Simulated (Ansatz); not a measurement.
An input for Ansatz 0.2.0 (AgBr):

run.py

```python
import json

import ase.io
import numpy as np
import spglib

import ansatz as az

atoms = ase.io.read("AgBr.cif")
cell, frac, numbers = spglib.find_primitive((atoms.cell[:], atoms.get_scaled_positions(), atoms.numbers), symprec=1e-5)
atoms = ase.Atoms(numbers, cell=cell, scaled_positions=frac, pbc=True)

calculation = (
    az.Crystal.from_ase(atoms)
    .calculation()
    .kpoints(8, 8, 8, shift=(0.5, 0.5, 0.5))
    .functional("revpbe", dispersion="d4")
    .pseudopotentials(kind="paw", level="accurate")
    .hubbard(projectors="ortho-atomic", double_counting="fll")
    .hubbard("Ag", "d", u_eff=3.5)
    .scf(extra_bands=14)
    .occupations(method="fixed")
    .wannier(mesh=(6, 6, 6), projections=(az.TrialShell(site=1, l="p"), az.TrialShell(site=0, l="d")),
        minimise=True, disentanglement_window=(0.4, 21.9), disentanglement_frozen_window=(1.9, 10.2),
        write_xyz=True)
    .band_table(publish=True)
)
outcome = calculation.run(threads=2, events_out="events.jsonl")

report = outcome.report
for line in open("events.jsonl"):
    event = json.loads(line)
    if event["event"] == "scf_iter":
        d = event["data"]
        print(f"SCF {d['iter']:3d}  HF = {d['harris_foulkes_ev']:.6f} eV  dr2 = {d['dr2_ev']:.2e} eV")
    elif event["event"] in ("relax_step", "md_step"):
        d = event["data"]
        print(f"{event['event']} {d['step']:3d}  E = {d['lagrangian_ev']:.6f} eV")
np.set_printoptions(precision=5, suppress=True, linewidth=110)
print("converged:", report["converged"], "after", report["n_iterations"], "iterations")
print(f"free energy {report['free_energy_ev']:.6f} eV, Fermi level {report['fermi_energy_ev']:.4f} eV")
for key in ("band_edges_ev", "magnetization_mub", "site_moments_mub", "site_moments_nc_mub", "forces_ev_ang",
                "stress_gpa", "kpoints_frac", "eigenvalues_ev"):
    if report.get(key) is not None:
        print(key, np.array(report[key]), sep="\n")
```

File AgBr.cif:

```cif
data_AgBr
_cell_length_a 5.74030000
_cell_length_b 5.74030000
_cell_length_c 5.74030000
_cell_angle_alpha 90.00000000
_cell_angle_beta 90.00000000
_cell_angle_gamma 90.00000000
_space_group_name_H-M_alt 'Fm-3m'
_space_group_name_Hall '-F 4 2 3'
_space_group_IT_number 225
loop_
_space_group_symop_operation_xyz
'x,y,z'
'-x,-y,-z'
'-y,x,z'
'y,-x,-z'
'-x,-y,z'
'x,y,-z'
'y,-x,z'
'-y,x,-z'
'x,-y,-z'
'-x,y,z'
'-y,-x,-z'
'y,x,z'
'-x,y,-z'
'x,-y,z'
'y,x,-z'
'-y,-x,z'
'z,x,y'
'-z,-x,-y'
'z,-y,x'
'-z,y,-x'
'z,-x,-y'
'-z,x,y'
'z,y,-x'
'-z,-y,x'
'-z,x,-y'
'z,-x,y'
'-z,-y,-x'
'z,y,x'
'-z,-x,y'
'z,x,-y'
'-z,y,x'
'z,-y,-x'
'y,z,x'
'-y,-z,-x'
'x,z,-y'
'-x,-z,y'
'-y,z,-x'
'y,-z,x'
'-x,z,y'
'x,-z,-y'
'-y,-z,x'
'y,z,-x'
'-x,-z,-y'
'x,z,y'
'y,-z,-x'
'-y,z,x'
'x,-z,y'
'-x,z,-y'
'x,y+1/2,z+1/2'
'-x,-y+1/2,-z+1/2'
'-y,x+1/2,z+1/2'
'y,-x+1/2,-z+1/2'
'-x,-y+1/2,z+1/2'
'x,y+1/2,-z+1/2'
'y,-x+1/2,z+1/2'
'-y,x+1/2,-z+1/2'
'x,-y+1/2,-z+1/2'
'-x,y+1/2,z+1/2'
'-y,-x+1/2,-z+1/2'
[... 41 lines left out ...]
'-x+1/2,-y,z+1/2'
'x+1/2,y,-z+1/2'
'y+1/2,-x,z+1/2'
'-y+1/2,x,-z+1/2'
'x+1/2,-y,-z+1/2'
'-x+1/2,y,z+1/2'
'-y+1/2,-x,-z+1/2'
'y+1/2,x,z+1/2'
'-x+1/2,y,-z+1/2'
'x+1/2,-y,z+1/2'
'y+1/2,x,-z+1/2'
'-y+1/2,-x,z+1/2'
'z+1/2,x,y+1/2'
'-z+1/2,-x,-y+1/2'
'z+1/2,-y,x+1/2'
'-z+1/2,y,-x+1/2'
'z+1/2,-x,-y+1/2'
'-z+1/2,x,y+1/2'
'z+1/2,y,-x+1/2'
'-z+1/2,-y,x+1/2'
'-z+1/2,x,-y+1/2'
'z+1/2,-x,y+1/2'
'-z+1/2,-y,-x+1/2'
'z+1/2,y,x+1/2'
'-z+1/2,-x,y+1/2'
'z+1/2,x,-y+1/2'
'-z+1/2,y,x+1/2'
'z+1/2,-y,-x+1/2'
'y+1/2,z,x+1/2'
'-y+1/2,-z,-x+1/2'
'x+1/2,z,-y+1/2'
'-x+1/2,-z,y+1/2'
'-y+1/2,z,-x+1/2'
'y+1/2,-z,x+1/2'
'-x+1/2,z,y+1/2'
'x+1/2,-z,-y+1/2'
'-y+1/2,-z,x+1/2'
'y+1/2,z,-x+1/2'
'-x+1/2,-z,-y+1/2'
'x+1/2,z,y+1/2'
'y+1/2,-z,-x+1/2'
'-y+1/2,z,x+1/2'
'x+1/2,-z,y+1/2'
'-x+1/2,z,-y+1/2'
'x+1/2,y+1/2,z'
'-x+1/2,-y+1/2,-z'
'-y+1/2,x+1/2,z'
'y+1/2,-x+1/2,-z'
'-x+1/2,-y+1/2,z'
'x+1/2,y+1/2,-z'
'y+1/2,-x+1/2,z'
'-y+1/2,x+1/2,-z'
'x+1/2,-y+1/2,-z'
'-x+1/2,y+1/2,z'
'-y+1/2,-x+1/2,-z'
'y+1/2,x+1/2,z'
'-x+1/2,y+1/2,-z'
'x+1/2,-y+1/2,z'
'y+1/2,x+1/2,-z'
'-y+1/2,-x+1/2,z'
'z+1/2,x+1/2,y'
'-z+1/2,-x+1/2,-y'
'z+1/2,-y+1/2,x'
'-z+1/2,y+1/2,-x'
'z+1/2,-x+1/2,-y'
'-z+1/2,x+1/2,y'
'z+1/2,y+1/2,-x'
'-z+1/2,-y+1/2,x'
'-z+1/2,x+1/2,-y'
'z+1/2,-x+1/2,y'
'-z+1/2,-y+1/2,-x'
'z+1/2,y+1/2,x'
'-z+1/2,-x+1/2,y'
'z+1/2,x+1/2,-y'
'-z+1/2,y+1/2,x'
'z+1/2,-y+1/2,-x'
'y+1/2,z+1/2,x'
'-y+1/2,-z+1/2,-x'
'x+1/2,z+1/2,-y'
'-x+1/2,-z+1/2,y'
'-y+1/2,z+1/2,-x'
'y+1/2,-z+1/2,x'
'-x+1/2,z+1/2,y'
'x+1/2,-z+1/2,-y'
'-y+1/2,-z+1/2,x'
'y+1/2,z+1/2,-x'
'-x+1/2,-z+1/2,-y'
'x+1/2,z+1/2,y'
'y+1/2,-z+1/2,-x'
'-y+1/2,z+1/2,x'
'x+1/2,-z+1/2,y'
'-x+1/2,z+1/2,-y'
loop_
_atom_site_label
_atom_site_type_symbol
_atom_site_symmetry_multiplicity
_atom_site_Wyckoff_symbol
_atom_site_fract_x
_atom_site_fract_y
_atom_site_fract_z
_atom_site_occupancy
Ag1 Ag 4 a 0.0000000000 0.0000000000 0.0000000000 1
Br1 Br 4 b 0.5000000000 0.0000000000 0.0000000000 1
```

Potentials or basis: Ansatz PAW accurate.

Launch:

```bash
$ python run.py
```

Question: What does the program do with it?

Answer: The run stopped without a result. It printed:

Output:

```text
Traceback (most recent call last):
  File "run.py", line 28, in <module>
  [frames inside libraries left out]
ansatz.RefusalError: inconsistent input (output.wannier, hamiltonian.pseudopotentials): output.wannier: this run holds 12 of the 48 operations that detection took (kpoints.mp_grid). On PAW files bands that the crystal's symmetry makes degenerate can then part by more than the end of the set can be checked for, and the set is refused — give kpoints.mp_grid no shift and equal divisions along equivalent axes; or set crystal.symmetry: { detect: false, analysis: as_solved } (a key that needs symmetry detection or time reversal refuses this as the deck is read), under which the count is checked by the level width alone
```
